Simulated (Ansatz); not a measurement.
Crystal: CdO (Monteponite).

```xyz
2
Lattice="0.0000 2.3495 2.3495 2.3495 0.0000 2.3495 2.3495 2.3495 0.0000" Properties=species:S:1:pos:R:3 pbc="T T T"
Cd    0.0000    0.0000    0.0000
O     2.3495    2.3495    2.3495
```

| Item | Value |
| --- | --- |
| Program | Ansatz 0.2.0 |
| Task | relaxation of cell and atoms |
| Functional | revPBE |
| Dispersion | D4 |
| Potentials or basis | Ansatz PAW |
| Cutoff | 420 eV (not typed: the program's choice for these potentials) |
| k mesh | 10 × 10 × 10 |
| Occupations | fermi-dirac, width 0.05 eV |
| Spin | no spin polarisation |

At the start: volume 12.97 Å³/atom.

**Question.** How do energy, volume and symmetry change on relaxing?

**Answer.** It ends after 6 steps and the volume is 13.22 Å³/atom (+2.0 %); space group Fm-3m (No. 225, to 0.05 Å).

Step by step:
| step | energy change (eV) | largest force (eV/Å) | volume (Å³) |
| --- | --- | --- | --- |
| 1 | 0.0000 | 0.0000 | 25.94 |
| 2 | -0.0022 | 0.0000 | 26.51 |
| 3 | -0.0025 | 0.0000 | 26.43 |
| 4 | -0.0041 | 0.0000 | 26.43 |
| 5 | -0.0040 | 0.0000 | 26.45 |
| 6 | -0.0041 | 0.0000 | 26.45 |

Final structure:
```
Cd O
1.0
     0.00000    2.36470    2.36470
     2.36470    0.00000    2.36470
     2.36470    2.36470    0.00000
Cd O
1 1
Direct
  0.00000 0.00000 0.00000
  0.50000 0.50000 0.50000
```

Caveat: the plane-wave basis is chosen anew once the cell has moved, so the energies of steps on either side of that aren't comparable; the pressure holds a Pulay correction of +0.5 GPa for the finite cutoff; pairwise dispersion overbinds metals, which lowers pressure and volume; the PAW data sets come from PBE, with cores solved anew for the run's functional, which leaves a small shift of forces and pressure.
